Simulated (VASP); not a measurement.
# Lattice of CdSe (Cadmoselite), functional by functional, part 2 of 3

Which functional gives which lattice for CdSe (Cadmoselite)? The starting structure is a measured crystal structure from the Crystallography Open Database. The first relaxation on each setting starts from this cell expanded by 3 % in volume.

VASP 6.6.1.

Results so far: PBEsol 28.25 Å³ an atom; LDA 27.28 Å³ an atom.

## Step 4: Relaxation with PBE

Level of this step: PBE; plane waves and PAW (Cd, Se) (VASP).

PBE, the usual starting point, adds the gradient of the density. This run starts from the cell of an earlier relaxation, which isn't shown; the restart sets up the plane waves anew.

INCAR reads:

```
SYSTEM = CdSe
PREC = Accurate
ENCUT = 450
EDIFF = 1E-06
NELM = 100
ISMEAR = 0
SIGMA = 0.03
LREAL = .FALSE.
ALGO = Normal
GGA = PE
NBANDS = 24
LORBIT = 11
LWAVE = .FALSE.
LCHARG = .FALSE.
KPAR = 8
IBRION = 2
NSW = 50
ISIF = 3
EDIFFG = -0.006
```

POSCAR reads:

```
CdSe
1.0
    4.3874027591      0.0000000000      0.0000000000
   -2.1937013796      3.7996022460      0.0000000000
    0.0000000000      0.0000000000      7.1554381798
Cd Se
2 2
Direct
    0.6666666667      0.3333333333      0.5005244393
    0.3333333333      0.6666666667      0.0005244393
    0.6666666667      0.3333333333      0.8762655607
    0.3333333333      0.6666666667      0.3762655607
```

KPOINTS reads:

```
Automatic mesh
0
Gamma
6 6 4
0 0 0
```

Potentials, in the order of the species: Cd and Se (PBE family, release 64).

Run with:

```bash
> mpirun -np 8 vasp_std
```

Log:

```text
[banner, memory and clock lines left out]
running    8 mpi-ranks, on    1 nodes
[...]
[... a notice as in an earlier step ...]

 LDA part: xc-table for (Slater+PW92), standard interpolation
 POSCAR, INCAR and KPOINTS ok, starting setup
[...]
entering main loop
       N       E                     dE             d eps       ncg     rms          rms(c)
DAV:   1     0.219246450346E+03    0.21925E+03   -0.15826E+04  1008   0.119E+03
DAV:   2    -0.545465811319E+00   -0.21979E+03   -0.21451E+03  1152   0.308E+02
DAV:   3    -0.116856964144E+02   -0.11140E+02   -0.11109E+02  1232   0.699E+01
DAV:   4    -0.117616064599E+02   -0.75910E-01   -0.75901E-01  1144   0.577E+00
[...]
DAV:  12    -0.109881172887E+02    0.19725E-04   -0.71414E-05  1256   0.823E-02    0.698E-03
DAV:  13    -0.109881202529E+02   -0.29642E-05   -0.15565E-05  1096   0.194E-02    0.887E-03
DAV:  14    -0.109881199683E+02    0.28455E-06   -0.85393E-07   864   0.517E-03
   1 F= -.10988120E+02 E0= -.10988120E+02  d E =-.109881E+02
[...]
N       E                     dE             d eps       ncg     rms          rms(c)
DAV:   1    -0.109884475525E+02   -0.32730E-03   -0.82842E-03  1032   0.835E-01    0.132E-01
DAV:   2    -0.109881809847E+02    0.26657E-03   -0.77665E-04  1104   0.318E-01    0.443E-02
DAV:   3    -0.109881481803E+02    0.32804E-04   -0.72263E-05  1152   0.661E-02    0.374E-02
DAV:   4    -0.109881383441E+02    0.98362E-05   -0.98162E-06  1144   0.207E-02    0.617E-03
DAV:   5    -0.109881372943E+02    0.10498E-05   -0.19813E-06   656   0.153E-02    0.274E-03
DAV:   6    -0.109881371580E+02    0.13624E-06   -0.37299E-07   536   0.606E-03
   2 F= -.10988137E+02 E0= -.10988137E+02  d E =-.171897E-04
 trial-energy change:   -0.000017  1 .order   -0.000018   -0.000035   -0.000000
 step:   1.0032(harm=  1.0032)  dis= 0.00017  next Energy=   -10.988138 (dE=-0.175E-04)
 reached required accuracy - stopping structural energy minimisation
```

Run time: 11 s. Hardware: 8 MPI ranks of Intel Xeon 6975P-C (Granite Rapids), shared host; peak memory 1.9 GiB.

Parts of OUTCAR (step 4):

```text
  Total       -0.0019478     -0.0019478      0.0015238      0.0000000     -0.0000000      0.0000000
  in kB       -0.0261376     -0.0261376      0.0204484      0.0000000     -0.0000000      0.0000000
  external PRESSURE =      -0.0106090 kB  Pullay stress =       0.0000000 kB

 POSITION                                       TOTAL-FORCE (eV/Angst)
 -----------------------------------------------------------------------------------
      2.19409      1.26676      3.58335        -0.000000     -0.000000      0.000103
     -0.00000      2.53352      0.00358         0.000000      0.000000      0.000103
      2.19409      1.26676      6.27383         0.000000      0.000000     -0.000103
     -0.00000      2.53352      2.69406        -0.000000      0.000000     -0.000103
 -----------------------------------------------------------------------------------
    total drift:                               -0.000000     -0.000000      0.000754

  FREE ENERGIE OF THE ION-ELECTRON SYSTEM (eV)
  ---------------------------------------------------
  free  energy   TOTEN  =       -10.9881371580 eV

  energy  without entropy=      -10.9881371580  energy(sigma->0) =      -10.98813716

[... 2 parts as in an earlier step ...]

[... 2 further parts left out ...]
[key lines of the parts left out:]
E-fermi :   0.6449
```

With PBE the relaxed cell holds 29.849 Å³ an atom, +6.41 % against the measured cell, with a = 4.388 Å and c = 7.160 Å. That is +5.67 % from PBEsol.

## Step 5: Relaxation with PBEsol + D3(BJ)

D3 with Becke-Johnson damping keeps a finite attraction at short range. This run starts from the cell of an earlier relaxation, which isn't shown; the restart sets up the plane waves anew.

Edit INCAR of step 4 so:

```diff
@@ -9,3 +9,4 @@
 ALGO = Normal
-GGA = PE
+GGA = PS
+IVDW = 12
 NBANDS = 24
```

POSCAR reads:

```
CdSe
1.0
    4.2646851414      0.0000000000      0.0000000000
   -2.1323425707      3.6933256716      0.0000000000
    0.0000000000      0.0000000000      6.9619749821
Cd Se
2 2
Direct
    0.6666666667      0.3333333333      0.5005949947
    0.3333333333      0.6666666667      0.0005949947
    0.6666666667      0.3333333333      0.8761950053
    0.3333333333      0.6666666667      0.3761950053
```

KPOINTS is that of step 4.

Run with:

```bash
> mpirun -np 8 vasp_std
```

Log:

```text
[banner, memory and clock lines left out]
running    8 mpi-ranks, on    1 nodes
[...]
[... a notice as in an earlier step ...]

 [... a notice as in an earlier step ...]

 LDA part: xc-table for (Slater+PW92), standard interpolation
 POSCAR, INCAR and KPOINTS ok, starting setup
[...]
entering main loop
       N       E                     dE             d eps       ncg     rms          rms(c)
DAV:   1     0.219760957623E+03    0.21976E+03   -0.16014E+04  1008   0.121E+03
DAV:   2    -0.257862520616E+01   -0.22234E+03   -0.21700E+03  1176   0.312E+02
DAV:   3    -0.130188275687E+02   -0.10440E+02   -0.10413E+02  1208   0.695E+01
DAV:   4    -0.130849134114E+02   -0.66086E-01   -0.66078E-01  1144   0.546E+00
[...]
DAV:  12    -0.123249889588E+02    0.10524E-04   -0.73610E-05  1232   0.994E-02    0.945E-03
DAV:  13    -0.123249905915E+02   -0.16326E-05   -0.93223E-06  1072   0.243E-02    0.626E-03
DAV:  14    -0.123249901910E+02    0.40048E-06   -0.15049E-06   904   0.929E-03
[...]
DAV:   3    -0.123226614529E+02    0.11169E-03   -0.30413E-04  1080   0.143E-01    0.783E-02
DAV:   4    -0.123226478219E+02    0.13631E-04   -0.30550E-05  1104   0.358E-02    0.117E-02
DAV:   5    -0.123226467313E+02    0.10906E-05   -0.94897E-06  1112   0.363E-02    0.556E-03
DAV:   6    -0.123226471522E+02   -0.42097E-06   -0.10767E-06   560   0.901E-03
   2 F= -.13533529E+02 E0= -.13533529E+02  d E =-.227710E-04
 trial-energy change:   -0.000023  1 .order   -0.000030   -0.000108    0.000049
 step:   0.6271(harm=  0.6870)  dis= 0.00012  next Energy=   -13.533539 (dE=-0.323E-04)
[...]
N       E                     dE             d eps       ncg     rms          rms(c)
DAV:   1    -0.123237199763E+02   -0.10732E-02   -0.39265E-03  1080   0.638E-01    0.985E-02
DAV:   2    -0.123235608648E+02    0.15911E-03   -0.44308E-04  1088   0.258E-01    0.335E-02
DAV:   3    -0.123235444403E+02    0.16424E-04   -0.42300E-05  1064   0.536E-02    0.293E-02
DAV:   4    -0.123235401986E+02    0.42417E-05   -0.42434E-06  1016   0.132E-02    0.442E-03
DAV:   5    -0.123235395894E+02    0.60917E-06   -0.12691E-06   504   0.135E-02
   3 F= -.13533539E+02 E0= -.13533539E+02  d E =-.322157E-04
[...]
reached required accuracy - stopping structural energy minimisation
```

Wall time 14 s (8 MPI ranks); peak memory 1.9 GiB; 84 s of CPU time.

OUTCAR, selected parts (step 5):

```text
 Edisp (eV)   -1.21088

 Edisp (eV)   -1.21000

  Total      -0.00499    -0.00499     0.00076     0.00000    -0.00000     0.00000
  in kB      -0.07297    -0.07297     0.01118     0.00000    -0.00000     0.00000
  external pressure =       -0.04 kB  Pullay stress =        0.00 kB

 POSITION                                       TOTAL-FORCE (eV/Angst)
 -----------------------------------------------------------------------------------
      2.13148      1.23061      3.48380         0.000000      0.000000      0.002734
     -0.00000      2.46122      0.00426        -0.000000     -0.000000      0.002734
      2.13148      1.23061      6.09739         0.000000      0.000000     -0.002734
     -0.00000      2.46122      2.61785        -0.000000     -0.000000     -0.002734
 -----------------------------------------------------------------------------------
    total drift:                               -0.000000      0.000000      0.001743

  FREE ENERGIE OF THE ION-ELECTRON SYSTEM (eV)
  ---------------------------------------------------
  free  energy   TOTEN  =       -13.5335387555 eV

  energy  without entropy=      -13.5335387555  energy(sigma->0) =      -13.53353876

[... 2 parts as in an earlier step ...]

[... 2 further parts left out ...]
[key lines of the parts left out:]
E-fermi :   1.1989
```

With PBEsol + D3(BJ) the relaxed cell holds 27.381 Å³ an atom, -2.38 % against the measured cell, with a = 4.263 Å and c = 6.959 Å. That is -3.07 % from PBEsol.

## Step 6: Relaxation with r2SCAN

r2SCAN adds the kinetic-energy density, costs more than a GGA and is run with LASPH.

Edit INCAR of step 5 so:

```diff
@@ -9,4 +9,4 @@
 ALGO = Normal
-GGA = PS
-IVDW = 12
+METAGGA = R2SCAN
+LASPH = .TRUE.
 NBANDS = 24
```

POSCAR reads:

```
CdSe
1.0
    4.3415671248      0.0000000000      0.0000000000
   -2.1707835624      3.7599074223      0.0000000000
    0.0000000000      0.0000000000      7.0794104547
Cd Se
2 2
Direct
    0.6666666667      0.3333333333      0.5000000000
    0.3333333333      0.6666666667      0.0000000000
    0.6666666667      0.3333333333      0.8767900000
    0.3333333333      0.6666666667      0.3767900000
```

KPOINTS is that of step 5.

Run with:

```bash
> mpirun -np 8 vasp_std
```

Log:

```text
[banner, memory and clock lines left out]
running    8 mpi-ranks, on    1 nodes
[...]
[... a notice as in an earlier step ...]

 [... a notice as in an earlier step ...]

 LDA part: xc-table for (None), standard interpolation
 POSCAR, INCAR and KPOINTS ok, starting setup
[...]
entering main loop
       N       E                     dE             d eps       ncg     rms          rms(c)
DAV:   1     0.156840026316E+03    0.15684E+03   -0.16270E+04  1008   0.123E+03
DAV:   2    -0.705649182325E+02   -0.22740E+03   -0.22168E+03  1184   0.316E+02
DAV:   3    -0.815210421178E+02   -0.10956E+02   -0.10928E+02  1248   0.711E+01
DAV:   4    -0.815915810973E+02   -0.70539E-01   -0.70529E-01  1136   0.560E+00
[...]
DAV:  12    -0.718279419760E+02   -0.28853E-04   -0.11048E-04  1176   0.959E-02    0.433E-02
DAV:  13    -0.718279383852E+02    0.35908E-05   -0.52409E-05  1128   0.690E-02    0.485E-03
DAV:  14    -0.718279390799E+02   -0.69467E-06   -0.78164E-07   848   0.754E-03
   1 F= -.71827939E+02 E0= -.71827939E+02  d E =-.718279E+02
[... from here on, the cycles between the ionic steps are left out ...]
   2 F= -.71828112E+02 E0= -.71828112E+02  d E =-.172713E-03
   3 F= -.71828117E+02 E0= -.71828117E+02  d E =-.177792E-03
   4 F= -.71828135E+02 E0= -.71828135E+02  d E =-.182217E-04
 trial-energy change:   -0.000018  1 .order   -0.000019   -0.000029   -0.000009
 step:   1.4369(harm=  1.4369)  dis= 0.00078  next Energy=   -71.828138 (dE=-0.213E-04)
 reached required accuracy - stopping structural energy minimisation
```

The job ended after 63 s (8 MPI ranks; peak memory 2 GiB).

From OUTCAR (step 6):

```text
  Total       -0.0118185     -0.0118185      0.0158297      0.0000000      0.0000000      0.0000000
  in kB       -0.1636292     -0.1636292      0.2191644      0.0000000      0.0000000      0.0000000
  external PRESSURE =      -0.0360313 kB  Pullay stress =       0.0000000 kB

 POSITION                                       TOTAL-FORCE (eV/Angst)
 -----------------------------------------------------------------------------------
      2.17274      1.25443      3.53983        -0.000000     -0.000000      0.003948
     -0.00000      2.50887      0.00169         0.000000     -0.000000      0.003948
      2.17274      1.25443      6.20273         0.000000      0.000000     -0.003948
     -0.00000      2.50887      2.66459         0.000000      0.000000     -0.003948
 -----------------------------------------------------------------------------------
    total drift:                               -0.000000      0.000000     -0.002806

  FREE ENERGIE OF THE ION-ELECTRON SYSTEM (eV)
  ---------------------------------------------------
  free  energy   TOTEN  =       -71.8281350933 eV

  energy  without entropy=      -71.8281350933  energy(sigma->0) =      -71.82813509

[... 2 parts as in an earlier step ...]

[... 2 further parts left out ...]
[key lines of the parts left out:]
E-fermi :   0.5675
```

With r2SCAN the relaxed cell holds 28.930 Å³ an atom, +3.14 % against the measured cell, with a = 4.345 Å and c = 7.076 Å. That is +2.42 % from PBEsol.

## Step 7: Relaxation with r2SCAN + rVV10

rVV10 adds a nonlocal correlation energy for dispersion.

Edit INCAR of step 6 so:

```diff
@@ -10,2 +10,6 @@
 METAGGA = R2SCAN
+LUSE_VDW = .TRUE.
+IVDW_NL = 2
+BPARAM = 11.95
+CPARAM = 0.0093
 LASPH = .TRUE.
```

POSCAR is that of step 6.

KPOINTS is that of step 6.

Run with:

```bash
> mpirun -np 8 vasp_std
```

Log:

```text
[banner, memory and clock lines left out]
running    8 mpi-ranks, on    1 nodes
[...]
[... a notice as in an earlier step ...]

|                                                                             |
|               ----> ADVICE to this user running VASP <----                  |
|                                                                             |
|     You have switched on vdW-DFT.                                           |
|     This routine was written and supplied by Jiri Klimes. We recommend      |
|     that you carefully read and cite the following publications:            |
|       J. Klimes, D.R. Bowler, A. Michelides                                 |
|          J. Phys.: Cond Matt. 22 022201 (2010)                              |
|       J. Klimes, D.R. Bowler, A. Michelides                                 |
|          Phys. Rev. B. 83, 195131 (2011)                                    |
|     and references therein.                                                 |
[...]
Total rVV10 correction in eV:      1.1875963    44.2282174
Total rVV10 correction in eV:      1.1875963    44.2282174
Total rVV10 correction in eV:      1.1875963    44.2282174
Total rVV10 correction in eV:      1.1875963    44.2282174
Total rVV10 correction in eV:      1.1875963    44.2282174
Total rVV10 correction in eV:      1.1875963    44.2282174
Total rVV10 correction in eV:      1.1875995    44.2282174
Total rVV10 correction in eV:      1.1875995    44.2282174
Total rVV10 correction in eV:      1.1875995    44.2282174
Total rVV10 correction in eV:      1.1875995    44.2282174
Total rVV10 correction in eV:      1.1875995    44.2282174
Total rVV10 correction in eV:      1.1875995    44.2282174
Total rVV10 correction in eV:      1.1875995    44.2282174
Total rVV10 correction in eV:      1.1875995    44.2282174
   1 F= -.70638094E+02 E0= -.70638094E+02  d E =-.706381E+02
[... from here on, the cycles between the ionic steps are left out ...]
   2 F= -.70640508E+02 E0= -.70640508E+02  d E =-.241394E-02
   3 F= -.70640904E+02 E0= -.70640904E+02  d E =-.280941E-02
   4 F= -.70640904E+02 E0= -.70640904E+02  d E =-.280950E-02
   5 F= -.70640932E+02 E0= -.70640932E+02  d E =-.281476E-04
   6 F= -.70640938E+02 E0= -.70640938E+02  d E =-.338884E-04
[...]
reached required accuracy - stopping structural energy minimisation
```

Run time: 3.3 min. Hardware: 8 MPI ranks; peak memory 3.4 GiB.

Parts of OUTCAR (step 7):

```text
  Total       -0.0152348     -0.0152348      0.0228549      0.0000000      0.0000000      0.0000000
  in kB       -0.2136471     -0.2136471      0.3205068      0.0000000      0.0000000      0.0000000
  external PRESSURE =      -0.0355958 kB  Pullay stress =       0.0000000 kB

 POSITION                                       TOTAL-FORCE (eV/Angst)
 -----------------------------------------------------------------------------------
      2.16347      1.24908      3.52526        -0.000000      0.000000      0.001390
     -0.00000      2.49817      0.00214         0.000000     -0.000000      0.001390
      2.16347      1.24908      6.17594        -0.000000     -0.000000     -0.001390
     -0.00000      2.49817      2.65282        -0.000000     -0.000000     -0.001390
 -----------------------------------------------------------------------------------
    total drift:                               -0.000000      0.000000     -0.002934

  FREE ENERGIE OF THE ION-ELECTRON SYSTEM (eV)
  ---------------------------------------------------
  free  energy   TOTEN  =       -70.6409376944 eV

  energy  without entropy=      -70.6409376944  energy(sigma->0) =      -70.64093769

[... 2 parts as in an earlier step ...]

[... 2 further parts left out ...]
[key lines of the parts left out:]
E-fermi :   0.6805
```

With r2SCAN + rVV10 the relaxed cell holds 28.562 Å³ an atom, +1.83 % against the measured cell, with a = 4.327 Å and c = 7.046 Å. That is +1.12 % from PBEsol.

## Step 8: Relaxation with rev-vdW-DF2

rev-vdW-DF2 revises the exchange of vdW-DF2 for solids.

Edit INCAR of step 7 so:

```diff
@@ -9,7 +9,8 @@
 ALGO = Normal
-METAGGA = R2SCAN
+GGA = MK
+AGGAC = 0
 LUSE_VDW = .TRUE.
-IVDW_NL = 2
-BPARAM = 11.95
-CPARAM = 0.0093
+PARAM1 = 0.1234
+PARAM2 = 0.711357
+ZAB_VDW = -1.8867
 LASPH = .TRUE.
```

POSCAR is that of step 7.

KPOINTS is that of step 7.

Run with:

```bash
> mpirun -np 8 vasp_std
```

Log:

```text
[banner, memory and clock lines left out]
running    8 mpi-ranks, on    1 nodes
[...]
[... a notice as in an earlier step ...]

 [... a notice as in an earlier step ...]

 [... a notice as in an earlier step ...]

 LDA part: xc-table for (Slater+PW92), standard interpolation
 POSCAR, INCAR and KPOINTS ok, starting setup
[...]
entering main loop
       N       E                     dE             d eps       ncg     rms          rms(c)
DAV:   1     0.229010635672E+03    0.22901E+03   -0.15970E+04  1008   0.120E+03
DAV:   2     0.766388434835E+01   -0.22135E+03   -0.21606E+03  1200   0.311E+02
DAV:   3    -0.299087297774E+01   -0.10655E+02   -0.10627E+02  1208   0.690E+01
DAV:   4    -0.306404486995E+01   -0.73172E-01   -0.73160E-01  1152   0.554E+00
[...]
DAV:  11    -0.228516172395E+01   -0.33208E-04   -0.12066E-04  1144   0.797E-02    0.189E-02
DAV:  12    -0.228514564189E+01    0.16082E-04   -0.64118E-05  1176   0.766E-02    0.543E-03
DAV:  13    -0.228514611729E+01   -0.47539E-06   -0.86657E-06  1208   0.160E-02
   1 F= -.22851461E+01 E0= -.22851461E+01  d E =-.228515E+01
[... from here on, the cycles between the ionic steps are left out ...]
   2 F= -.22865095E+01 E0= -.22865095E+01  d E =-.136340E-02
   3 F= -.22866268E+01 E0= -.22866268E+01  d E =-.148067E-02
   4 F= -.22866258E+01 E0= -.22866258E+01  d E =-.147965E-02
   5 F= -.22866899E+01 E0= -.22866899E+01  d E =-.641190E-04
   6 F= -.22867886E+01 E0= -.22867886E+01  d E =-.162816E-03
   7 F= -.22868381E+01 E0= -.22868381E+01  d E =-.495009E-04
 trial-energy change:   -0.000050  1 .order   -0.000046   -0.000072   -0.000020
 step:   1.5352(harm=  1.5352)  dis= 0.00073  next Energy=    -2.286838 (dE=-0.495E-04)
 reached required accuracy - stopping structural energy minimisation
```

The job ended after 3.2 min (8 MPI ranks; peak memory 4 GiB; 26 min of CPU time).

(Continued in part 3 of 3.)

[Lines on the potential files, build, host, timing and source positions are cut from VASP's logs without a mark.]

[Logs are printed without paths, hosts, clocks, repeated set-up lines and the standing remarks that a program may print on its own settings, such as how far it seeks lower states.]

[Hosts, paths, dates, database ids (printed as entryN), source tags and the programs' standing remarks are cut or masked in the printed files.]
